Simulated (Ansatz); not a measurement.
Space group Cmmm (No. 65). a = 8.650 Å, b = 8.665 Å, c = 11.281 Å, α = 90.00°, β = 90.00°, γ = 90.00°
```json
{"atom": "K", "site": "8m", "symmetry": "..2", "x": "0.2500", "y": "0.2500", "z": "0.3088"}
{"atom": "K", "site": "2a", "symmetry": "mmm", "x": "0.0000", "y": "0.0000", "z": "0.0000"}
```

Equation of state of this K structure (not necessarily the ground state), with shape and atoms relaxed at each volume where symmetry leaves them free. It has no gap at any of these volumes. Level of theory: DFT PBE, scalar-relativistic, plane waves, PAW (Ansatz 0.2.0).

Settings: cutoff 420 eV, Γ-centred mesh 6×6×4 on the computed 5-atom cell, Gaussian smearing of 0.10 eV; no spin polarisation.

```json
{"V (Å³/atom)": "74.409", "E − E(largest V) (meV/atom)": "5.52", "P (GPa)": "0.41"}
{"V (Å³/atom)": "76.946", "E − E(largest V) (meV/atom)": "0.07", "P (GPa)": "0.29"}
{"V (Å³/atom)": "79.483", "E − E(largest V) (meV/atom)": "-3.51", "P (GPa)": "0.18"}
{"V (Å³/atom)": "82.019", "E − E(largest V) (meV/atom)": "-5.47", "P (GPa)": "0.08"}
{"V (Å³/atom)": "84.556", "E − E(largest V) (meV/atom)": "-6.04", "P (GPa)": "0.00"}
{"V (Å³/atom)": "87.093", "E − E(largest V) (meV/atom)": "-5.39", "P (GPa)": "-0.07"}
{"V (Å³/atom)": "89.629", "E − E(largest V) (meV/atom)": "-3.69", "P (GPa)": "-0.14"}
{"V (Å³/atom)": "93.012", "E − E(largest V) (meV/atom)": "0.00", "P (GPa)": "-0.21"}
```

**Question.** Fit a third-order Birch–Murnaghan equation to E(V).

**Answer.** V0 = 84.41 Å³/atom, B0 = 3 GPa, B0' = 3.7.

This form isn't the element's structure at ambient conditions.